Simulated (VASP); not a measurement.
**ZnSe (Stilleite): equation of state with r2SCAN**

Crystal: ZnSe (Stilleite).

```
Se Zn
1.0
     0.00000    2.83380    2.83380
     2.83380    0.00000    2.83380
     2.83380    2.83380    0.00000
Se Zn
1 1
Cartesian
  4.2507 4.2507 4.2507
  0.0000 0.0000 0.0000
```

* Program: VASP 6.6.1
* Task: equation of state
* Functional: r2SCAN
* Potentials or basis: VASP PAW PBE potentials, release 64 (Se, Zn)
* Cutoff: 520 eV
* k mesh: 8 × 8 × 8
* Occupations: gaussian, width 0.02 eV
* Spin: no spin polarisation

```yaml
Equilibrium_volume: 22.74 Å³/atom
Bulk_modulus: 66 GPa
Pressure_derivative_of_the_bulk_modulus: "4.4 (rough: it moves with the points fitted)"
```

Energy against volume, from the lowest point:
```tsv
volume (Å³/atom)	energy (meV/atom)
21.846	7.82
22.301	1.83
22.757	0.00
23.212	1.90
23.667	7.15
```

All runs of the series together: 3.3 min on 1 thread of Intel(R) Xeon(R) 6975P-C (Granite Rapids), with other jobs on the host.

Caveat: the PAW data sets were made with another functional, which shifts forces and pressure a little.
